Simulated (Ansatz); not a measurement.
**Ag: computed properties**

The calculation used DFT PBE, scalar-relativistic, plane waves, PAW (Ansatz 0.2.0).

Plane waves to 420 eV, a k mesh through Γ of 18×18×18 on the computed 3-atom cell and Gaussian smearing (0.10 eV); no spin polarisation.

The structure is relaxed at this level of theory with its symmetry kept. This form isn't the element's structure at ambient conditions.

```xyz
3
Lattice="1.4678 0.8474 7.1833 -1.4678 0.8474 7.1833 0.0000 -1.6949 7.1833" Properties=species:S:1:pos:R:3 pbc="T T T"
Ag    0.0000    0.0000    0.0000
Ag    0.0000    0.0000   16.7596
Ag    0.0000    0.0000    4.7904
```

Q: Formation energy from the elements' standard states (uncorrected)?

A: 0.000 eV/atom.

Q: Density of states at the Fermi level?

A: 0.87 states/eV per cell.

Q: Bulk modulus?

A: 91 GPa.

Q: Its pressure derivative?

A: 5.8.

Q: Bader charges (e)?

A: Ag (1 in the cell) 0.00, Ag (2 in the cell) 0.00.